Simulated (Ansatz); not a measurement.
Steps from a short run of molecular dynamics on a 1×1×1 supercell (4 atoms) of CSi (ordering on diamond), relaxed with r2SCAN; forces from r2SCAN in the plane-wave code Ansatz, 6×6×6 mesh, Fermi-Dirac smearing of 0.190 eV, constant energy and volume (NVE), started at 2200 K. Spin polarisation is off, nuclei are classical, and the run is far too short for thermal averages. The structure comes from a prototype and may be hypothetical.

Cell vectors in Å:
```
 1.5416  0.8900  5.3212
-1.5416  0.8900  5.3212
 0.0000 -1.7801  5.3212
```

**Question.** At 45 fs the positions in Å are
```
C    0.068  -0.093   7.190
Si  -0.063   0.078  14.722
Si   0.059  -0.082   1.281
C   -0.060   0.102   8.681
```
What are the forces, and how far does the free energy (smearing included) lie above that of step 0, with the atoms on their sites?

**Answer.** 96.4 meV an atom; forces in eV/Å:
```
C   -0.163   0.386  -1.197
Si   0.211   0.148   1.132
Si   0.046  -0.058  -2.749
C   -0.094  -0.476   2.815
```
